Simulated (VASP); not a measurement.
Crystal: Mg.

```
Mg
1.0
    -1.74636    1.74636    1.74636
     1.74636   -1.74636    1.74636
     1.74636    1.74636   -1.74636
Mg
1
Direct
  0.00000 0.00000 0.00000
```

This isn't the form of Mg at room conditions, which is hcp.

The cell isn't the ideal one: cell and atoms relaxed from a first guess.

- Program: VASP 6.6.1
- Task: relaxation of cell and atoms
- Functional: PBE
- Potentials or basis: VASP PAW PBE potentials, release 64 (Mg)
- Cutoff: 600 eV
- k mesh: 13 × 13 × 13
- Occupations: fermi-dirac, width 0.05 eV
- Spin: no spin polarisation

At the start: pressure 3.0 GPa; volume 21.30 Å³/atom.

Question: Where does the relaxation end?

Answer: Over 4 steps the energy falls by 14.2 meV/atom and the volume is 22.93 Å³/atom (+7.6 %); space group Im-3m (No. 229, to 0.05 Å).

The path:
```
step  energy change (eV)  largest force (eV/Å)  pressure (GPa)  volume (Å³)
   1              0.0000                0.0000            2.98        21.30
   2             -0.0135                0.0000            0.61        22.55
   3             -0.0142                0.0000           -0.05        22.96
   4             -0.0142                0.0000            0.00        22.93
```

Final structure:
```
Mg
1.0
    -1.78970    1.78970    1.78970
     1.78970   -1.78970    1.78970
     1.78970    1.78970   -1.78970
Mg
1
Direct
  0.00000 0.00000 0.00000
```
